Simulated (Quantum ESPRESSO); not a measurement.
# NiO2 (P-3m1) in Quantum ESPRESSO: single point with LDA+U

Aim: the single point of NiO2 with LDA+U.

Program: Quantum ESPRESSO 7.5. These are calculated values, not measurements. Logs are shortened: lines on timing, memory, paths and dates and some standing lists are left out, and cuts for length are marked.

**1. Starting point**

It takes space group P-3m1 (No. 164, trigonal). The conventional cell has a = 2.680 Å, b = 2.680 Å, c = 4.324 Å, α = 90.00°, β = 90.00°, γ = 120.00°. Ni (site symmetry -3m) has 6 O at 1.89 Å as nearest neighbours. Around O (site symmetry 3m) lie 3 Ni at 1.89 Å.

The cell comes from a database or a generator and needn't be the stable form of this composition.

**2. Single point, LDA+U**

pw.in

```
&CONTROL
  calculation = 'scf'
  prefix = 'pwscf'
  outdir = './tmp'
  pseudo_dir = './pseudo'
  tprnfor = .true.
  tstress = .true.
  disk_io = 'nowf'
/
&SYSTEM
  ibrav = 0
  nat = 3
  ntyp = 2
  ecutwfc = 98
  nbnd = 25
  occupations = 'smearing'
  smearing = 'gaussian'
  degauss = 0.00367493
/
&ELECTRONS
  conv_thr = 1.2d-07
  electron_maxstep = 100
  mixing_beta = 0.7
  mixing_ndim = 20
/
ATOMIC_SPECIES
Ni    58.6934 Ni.upf
O     15.9990 O.upf
CELL_PARAMETERS angstrom
   2.6800879700    0.0000000000    0.0000000000
  -1.3400439800    2.3210242600    0.0000000000
   0.0000000000    0.0000000000    4.3235381300
ATOMIC_POSITIONS crystal
Ni     0.0000000000    0.0000000000    0.0000000000
O      0.3333333333    0.6666666667    0.2520000000
O      0.6666666667    0.3333333333    0.7480000000
K_POINTS automatic
8 8 5 0 0 0
HUBBARD {ortho-atomic}
U Ni-3d 7.0
```

Potentials or basis: PseudoDojo 0.4.1 SR LDA standard.

Launch:

```bash
> OMP_NUM_THREADS=1 mpirun -n 2 pw.x -nk 2 -in pw.in > pw.out
```

pw.out:

```text
This program is part of the open-source Quantum ESPRESSO suite
     for quantum simulation of materials; please cite
[... 13 lines left out ...]
     --------------------
     sticks:   dense  smooth     PW     G-vecs:    dense   smooth      PW
     Sum         685     685    199                23739    23739    3789

     Using Slab Decomposition

     bravais-lattice index     =            0
     lattice parameter (alat)  =       5.0646  a.u.
     unit-cell volume          =     181.4950 (a.u.)^3
     number of atoms/cell      =            3
     number of atomic types    =            2
     number of electrons       =        30.00
     number of Kohn-Sham states=           25
     kinetic-energy cutoff     =      98.0000  Ry
     charge density cutoff     =     392.0000  Ry
     scf convergence threshold =      1.2E-07
     mixing beta               =       0.7000
     number of iterations used =           20  plain     mixing
     Exchange-correlation= SLA  PW   NOGX NOGC
                           (   1   4   0   0   0   0   0)
     Hubbard projectors: ortho-atomic
     Hubbard parameters of DFT+U (Dudarev formulation) in eV:
     U(Ni-3d) =  7.0000

     Internal variables: lda_plus_u =T, lda_plus_u_kind = 0

     Internal variables: orbital_resolved =F, hub_pot_fix =F, apply_U = F

     celldm(1)=   5.064632  celldm(2)=   0.000000  celldm(3)=   0.000000
     celldm(4)=   0.000000  celldm(5)=   0.000000  celldm(6)=   0.000000

     crystal axes: (cart. coord. in units of alat)
               a(1) = (   1.000000   0.000000   0.000000 )
               a(2) = (  -0.500000   0.866025   0.000000 )
               a(3) = (   0.000000   0.000000   1.613208 )

     reciprocal axes: (cart. coord. in units 2 pi/alat)
               b(1) = (  1.000000  0.577350 -0.000000 )
               b(2) = (  0.000000  1.154701  0.000000 )
               b(3) = (  0.000000 -0.000000  0.619883 )

     PseudoPot. # 1 for Ni read from file:
     Ni.upf
     Pseudo is Norm-conserving + core correction, Zval = 18.0
     Generated using ONCVPSP code by D. R. Hamann
     Using radial grid of 1340 points,  6 beta functions with:
                l(1) =   0
                l(2) =   0
                l(3) =   1
                l(4) =   1
                l(5) =   2
                l(6) =   2

     PseudoPot. # 2 for O  read from file:
     O.upf
     Pseudo is Norm-conserving + core correction, Zval =  6.0
     Generated using ONCVPSP code by D. R. Hamann
     Using radial grid of  926 points,  5 beta functions with:
                l(1) =   0
                l(2) =   0
                l(3) =   1
                l(4) =   1
                l(5) =   2

     atomic species   valence    mass     pseudopotential
     Ni               18.00    58.69340     Ni( 1.00)
     O                 6.00    15.99900     O ( 1.00)

     12 Sym. Ops., with inversion, found

   Cartesian axes

     site n.     atom                  positions (alat units)
         1        Ni     tau(   1) = (   0.0000000   0.0000000   0.0000000  )
         2        O      tau(   2) = (   0.0000000   0.5773503   0.4065283  )
         3        O      tau(   3) = (   0.5000000   0.2886751   1.2066792  )

     number of k points=    40  Gaussian smearing, width (Ry)=  0.0037
                       cart. coord. in units 2pi/alat
        k(    1) = (   0.0000000   0.0000000   0.0000000), wk =   0.0062500
        k(    2) = (   0.0000000   0.0000000   0.1239766), wk =   0.0125000
        k(    3) = (   0.0000000   0.0000000   0.2479532), wk =   0.0125000
        k(    4) = (   0.0000000   0.1443376   0.0000000), wk =   0.0375000
        k(    5) = (   0.0000000   0.1443376   0.1239766), wk =   0.0375000
        k(    6) = (   0.0000000   0.1443376   0.2479532), wk =   0.0375000
[... 32 lines left out ...]
        k(   39) = (  -0.1250000   0.5051815  -0.1239766), wk =   0.0750000
        k(   40) = (  -0.1250000   0.5051815  -0.2479532), wk =   0.0750000

     Dense  grid:    23739 G-vectors     FFT dimensions: (  32,  32,  54)

     Initial potential from superposition of free atoms

     starting charge      29.9998, renormalised to      30.0000

     STARTING HUBBARD OCCUPATIONS:

     =================== HUBBARD OCCUPATIONS ===================
     ------------------------ ATOM    1 ------------------------
     Tr[ns(  1)] =   8.00000
     eigenvalues:
       0.800  0.800  0.800  0.800  0.800
     eigenvectors (columns):
       1.000  0.000  0.000  0.000  0.000
       0.000  1.000  0.000  0.000  0.000
       0.000  0.000  1.000  0.000  0.000
       0.000  0.000  0.000  1.000  0.000
       0.000  0.000  0.000  0.000  1.000
     occupation matrix ns (before diag.):
       0.800  0.000  0.000  0.000  0.000
       0.000  0.800  0.000  0.000  0.000
       0.000  0.000  0.800  0.000  0.000
       0.000  0.000  0.000  0.800  0.000
       0.000  0.000  0.000  0.000  0.800

     Number of occupied Hubbard levels =    8.0000

     Atomic wfc used for Hubbard projectors are orthogonalized

     Starting wfcs are   18 randomized atomic wfcs +    7 random wfcs

     Self-consistent Calculation

     iteration #  1     ecut=    98.00 Ry     beta= 0.70
     Davidson diagonalization with overlap
     ethr =  1.00E-02,  avg # of iterations =  4.8

     =================== HUBBARD OCCUPATIONS ===================
     ------------------------ ATOM    1 ------------------------
     Tr[ns(  1)] =   8.23274
     eigenvalues:
       0.577  0.577  0.987  0.988  0.988
     eigenvectors (columns):
       0.000  0.000 -1.000 -0.000 -0.000
      -0.777  0.306 -0.000  0.161 -0.525
      -0.306 -0.777 -0.000  0.525  0.161
      -0.201 -0.511  0.000 -0.799 -0.245
      -0.511  0.201  0.000 -0.245  0.799
     occupation matrix ns (before diag.):
       0.987  0.000 -0.000  0.000  0.000
       0.000  0.701  0.000 -0.000 -0.189
      -0.000  0.000  0.701 -0.189  0.000
       0.000 -0.000 -0.189  0.864 -0.000
       0.000 -0.189  0.000 -0.000  0.864

     Number of occupied Hubbard levels =    8.2327

     Threshold (ethr) on eigenvalues was too large:
     Diagonalizing with lowered threshold

     Davidson diagonalization with overlap
     ethr =  4.41E-04,  avg # of iterations =  1.8

     total energy              =    -400.87089486 Ry
     estimated scf accuracy    <       0.13200034 Ry

     iteration #  2     ecut=    98.00 Ry     beta= 0.70
     Davidson diagonalization with overlap
     ethr =  4.40E-04,  avg # of iterations =  2.0
[... 29 lines left out ...]
     total energy              =    -400.90597482 Ry
     estimated scf accuracy    <       0.00000398 Ry

     iteration #  7     ecut=    98.00 Ry     beta= 0.70
     Davidson diagonalization with overlap
     ethr =  1.33E-08,  avg # of iterations =  1.9

     End of self-consistent calculation

     =================== HUBBARD OCCUPATIONS ===================
     ------------------------ ATOM    1 ------------------------
     Tr[ns(  1)] =   8.27405
     eigenvalues:
       0.577  0.577  0.994  0.995  0.995
     eigenvectors (columns):
       0.000 -0.000  1.000 -0.000 -0.000
      -0.764 -0.321  0.000  0.162 -0.536
      -0.321  0.764  0.000  0.536  0.162
      -0.217  0.516 -0.000 -0.793 -0.240
      -0.516 -0.217 -0.000 -0.240  0.793
     occupation matrix ns (before diag.):
       0.994  0.000 -0.000  0.000  0.000
       0.000  0.708  0.000 -0.000 -0.194
      -0.000  0.000  0.708 -0.194  0.000
       0.000 -0.000 -0.194  0.864 -0.000
       0.000 -0.194  0.000 -0.000  0.864

     Number of occupied Hubbard levels =    8.2741

          k = 0.0000 0.0000 0.0000 (  2923 PWs)   bands (ev):

   -93.3770 -54.1628 -54.1471 -54.1471  -9.9709  -7.6344   1.5988   3.5358
     3.5358   5.4239   5.4239   6.7360   8.7991   8.7991   9.1212  11.2758
    11.2758  17.4613  21.0466  26.2939  30.7751  30.7751  34.2337  35.3198
    35.3199

          k = 0.0000 0.0000 0.1240 (  2936 PWs)   bands (ev):

   -93.3770 -54.1629 -54.1470 -54.1470  -9.8432  -7.8505   1.9065   3.5441
     3.5441   5.4246   5.4246   6.6813   8.7363   8.7363   8.7437  11.3400
    11.3400  17.9619  21.0239  26.2990  30.7909  30.7909  32.2130  34.6595
    34.6596
[... 64 lines left out ...]
          k = 0.0000 0.4330 0.2480 (  2981 PWs)   bands (ev):

   -93.3695 -54.2184 -54.1644 -54.1522  -8.2062  -7.7002   1.8183   3.6495
     4.0737   4.3602   5.1286   6.2557   7.0761   7.9772   8.3669  10.5749
    11.0804  20.7970  22.6781  25.3518  26.5736  28.0517  29.9207  30.4167
    34.3802

          k = 0.0000-0.5774 0.0000 (  2998 PWs)   bands (ev):

   -93.3687 -54.2304 -54.1674 -54.1503  -7.7872  -7.7747   1.6646   3.5080
     4.3236   5.0607   5.6302   6.0548   6.4583   7.1903   7.2028  11.0038
    11.4213  21.3494  23.0864  24.5236  26.2659  27.7022  29.2266  29.6084
    36.4217

          k = 0.0000-0.5774 0.1240 (  2974 PWs)   bands (ev):

   -93.3686 -54.2304 -54.1674 -54.1503  -7.8727  -7.6756   1.5978   3.5592
     4.2876   4.7520   5.6160   6.1225   6.5188   7.3159   7.4611  11.0713
    11.3141  20.9933  22.9168  24.8996  26.3469  27.7559  29.3782  29.7969
    35.7636

          k = 0.0000-0.5774 0.2480 (  2970 PWs)   bands (ev):

   -93.3686 -54.2304 -54.1674 -54.1503  -7.9230  -7.6029   1.4877   3.7763
     4.2312   4.2321   5.5974   6.1098   6.6545   7.5228   7.8833  11.1307
    11.1403  20.6654  22.5236  25.3731  26.4727  27.7339  29.6624  30.1197
    34.8420

          k = 0.1250 0.2165 0.0000 (  2964 PWs)   bands (ev):

   -93.3732 -54.1791 -54.1581 -54.1565  -9.3084  -7.5724   2.3798   3.0093
     4.0499   4.7716   5.2800   6.4482   7.6427   8.1055   8.9846  10.9603
    11.0497  19.3486  23.3103  25.6452  26.9373  29.2136  31.6987  32.8230
    33.8792
[... 134 lines left out ...]
          k = 0.0000 0.4330-0.2480 (  2981 PWs)   bands (ev):

   -93.3696 -54.2184 -54.1644 -54.1522  -8.0707  -7.8539   1.8785   3.7424
     4.0941   4.3580   5.1652   6.5076   6.8530   7.7443   7.8754  11.0438
    11.1642  20.7601  22.7853  25.4196  26.3143  28.3693  29.3736  30.3631
    35.8641

          k =-0.1250 0.3608-0.1240 (  2974 PWs)   bands (ev):

   -93.3702 -54.2055 -54.1669 -54.1535  -8.5042  -7.6678   2.4557   3.3028
     3.8394   4.8497   5.0664   6.4504   7.0668   7.2987   8.2637  10.9446
    11.1484  20.8306  24.1664  25.1689  25.4717  28.7151  29.6003  30.1447
    35.6060

          k =-0.1250 0.3608-0.2480 (  2975 PWs)   bands (ev):

   -93.3702 -54.2055 -54.1669 -54.1535  -8.3034  -7.8858   2.3011   3.4696
     3.8344   4.7694   4.8793   6.4455   7.3892   7.6921   8.1456  10.7750
    11.0376  21.0124  23.2968  25.3506  26.0682  28.7161  29.1354  30.8230
    34.7254

          k =-0.1250 0.5052-0.1240 (  2983 PWs)   bands (ev):

   -93.3683 -54.2240 -54.1742 -54.1503  -7.8527  -7.7132   1.9184   3.6285
     3.7195   5.1340   5.5065   6.0196   6.4586   7.0755   7.7784  10.9689
    11.1872  21.5134  23.2928  24.8939  25.9024  28.2764  28.8939  29.4725
    35.5997

          k =-0.1250 0.5052-0.2480 (  2977 PWs)   bands (ev):

   -93.3683 -54.2240 -54.1742 -54.1503  -7.8370  -7.7121   1.8005   3.4663
     3.9137   4.8520   5.4995   6.1342   6.5270   7.3945   7.7438  10.9611
    11.2501  21.2724  22.9361  25.1917  26.1027  28.1493  28.3533  30.9832
    34.4317

     the Fermi energy is     9.3314 ev

!    total energy              =    -400.90597539 Ry
     estimated scf accuracy    <       0.00000012 Ry
     smearing contrib. (-TS)   =      -0.00000000 Ry
     internal energy E=F+TS    =    -400.90597539 Ry

     The total energy is F=E-TS. E is the sum of the following terms:
     one-electron contribution =    -266.70768607 Ry
     hartree contribution      =     148.85814507 Ry
     xc contribution           =     -58.44535343 Ry
     ewald contribution        =    -224.87060356 Ry
     Hubbard energy            =       0.25952259 Ry

     convergence has been achieved in   7 iterations

     Forces acting on atoms (cartesian axes, Ry/au):

     atom    1 type  1   force =     0.00000000    0.00000000    0.00000000
     atom    2 type  2   force =     0.00000000    0.00000000   -0.08640952
     atom    3 type  2   force =     0.00000000    0.00000000    0.08640952

     Total force =     0.122202     Total SCF correction =     0.000418

     Computing stress (Cartesian axis) and pressure

          total   stress  (Ry/bohr**3)                   (kbar)     P=      -94.98
  -0.00008538   0.00000000   0.00000000          -12.56        0.00        0.00
   0.00000000  -0.00008538  -0.00000000            0.00      -12.56       -0.00
   0.00000000   0.00000000  -0.00176615            0.00        0.00     -259.81

=------------------------------------------------------------------------------=
   JOB DONE.
=------------------------------------------------------------------------------=
```

It took 13 s on 2 MPI ranks of Arm Neoverse V2, shared host; peak memory 0.2 GiB.

Results:

| Item | Value |
| --- | --- |
| Free energy | -5454.6037 eV |
| Pressure | -9.5 GPa |
| Largest force | 2.222 eV/Å |
| Band gap on the k mesh | 0.99 eV, indirect (least direct gap 1.44 eV) |

Forces on the atoms (eV/Å):
```
Ni   0.000  0.000  0.000
O    0.000  0.000 -2.222
O    0.000  0.000  2.222
```

Stress tensor (GPa, compression positive):
```
 -1.26   0.00   0.00
  0.00  -1.26   0.00
  0.00   0.00 -25.98
```

Eigenvalues of the final occupation matrices:
| site | spin | trace | eigenvalues |
| --- | --- | --- | --- |
| Ni 1 3d | each | 4.14 | 0.58 0.58 0.99 0.99 0.99 |

Caveat: an odd mesh through Γ misses points on the zone boundary, where band edges often lie; forces of over 1 eV/Å show positions far from the minimum, so gaps and moduli don't describe the material at rest.
